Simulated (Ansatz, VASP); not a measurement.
# One calculation of Al2Pt, two programs

```
CELL_PARAMETERS angstrom
0.00000 2.93517 2.93517
2.93517 0.00000 2.93517
2.93517 2.93517 0.00000
ATOMIC_POSITIONS crystal
Al 0.25000 0.25000 0.25000
Al 0.75000 0.75000 0.75000
Pt 0.00000 0.00000 0.00000
```

Change from the starting cell: volume scaled by 0.98.

Alike in both runs: task single point; functional LDA; k mesh 12 × 12 × 12; occupations fermi-dirac, width 0.08 eV; no spin polarisation.

|  | VASP | Ansatz |
| --- | --- | --- |
| version | VASP 6.6.1 | Ansatz 0.2.0 |
| potentials or method | VASP PAW LDA potentials, release 64 (Al, Pt), cutoff 520 eV | all-electron LAPW, scalar-relativistic |

|  | VASP | Ansatz | Ansatz less VASP |
| --- | --- | --- | --- |
| pressure (GPa) | -0.8 | -1.2 | -0.38 |

Ansatz ran all-electron here, so the differences hold the error of VASP's frozen core and of both bases.

The runs have no spin-orbit coupling, so splittings on Pt are missing.
